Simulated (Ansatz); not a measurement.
**CuAl2 and the effect of the pressure**

The cell as given:

Space group I4/mmm (No. 139). a = 4.061 Å, b = 4.061 Å, c = 5.702 Å, α = 90.00°, β = 90.00°, γ = 90.00°
```csv
atom,site,symmetry,x,y,z
Cu,2b,4/mmm,0.0000,0.0000,0.5000
Al,4d,-4m2,0.5000,0.0000,0.2500
```

The cell comes from a database or a generator and needn't be the stable form of this composition.

Kept alike: task relaxation of cell and atoms; functional PBEsol; k mesh 9 × 9 × 9; occupations fermi-dirac, width 0.05 eV; no spin polarisation. Program: Ansatz, Ansatz PAW, cutoff 420 eV. The mesh is that of the run's cell of 3 atoms. No spin-orbit coupling.

```tsv
pressure, P (GPa)	volume (Å³/atom)
0	15.657
2	?
5	14.990
10	14.451
20	13.599
```

The relaxations keep at least the cell's symmetry (I4/mmm). For a metal such a mesh leaves the last digits unconverged. Runs of this series that gave no sound value for these columns are left out. The runs follow the start's structure, whether or not it is the stable one at these pressures. P is the pressure aimed at, which the runs meet within some hundredths to tenths of a GPa. All rows use potentials made for PBE.

**Question.** Fit the rows shown and predict the run at 2 GPa.

**Answer.** Murnaghan's form V = V0 (1 + B′P/B0)^(-1/B′) through the rows shown has V0 = 15.6564, B0 = 105.6 GPa and B′ = 4.02 (largest miss 0.0023); at P = 2 it gives 15.373 Å³/atom. The run gave: volume 15.372 Å³/atom.
